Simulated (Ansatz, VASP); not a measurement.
# TiAl: VASP beside Ansatz

```
CELL_PARAMETERS angstrom
3.17906 0.00000 0.00000
0.00000 3.17906 0.00000
0.00000 0.00000 3.17906
ATOMIC_POSITIONS crystal
Ti 0.00000 0.00000 0.00000
Al 0.50000 0.50000 0.50000
```

The cell comes from a database or a generator and needn't be the stable form of this composition.

Alike in both runs: task single point; functional r2SCAN; k mesh 16 × 16 × 16; occupations gaussian, width 0.15 eV; no spin polarisation.

|  | VASP | Ansatz |
| --- | --- | --- |
| version | VASP 6.6.1 | Ansatz 0.2.0 |
| potentials or method | VASP PAW PBE potentials, release 64 (Ti_sv, Al) | scalar-relativistic, plane waves, PAW |
| plane-wave cutoff (eV) | 520 | 500 |
| valence electrons in the cell | 15 | 15 |

```tsv
	VASP	Ansatz	Ansatz less VASP
gap on the k mesh at the Fermi level (eV)	none	none	-
pressure (GPa)	-0.7	-0.8	-0.07
```

A gap of «none» marks a metal or a gap that the smearing closes.

Caveats: the PAW data sets were made with another functional, which shifts forces and pressure a little (VASP).
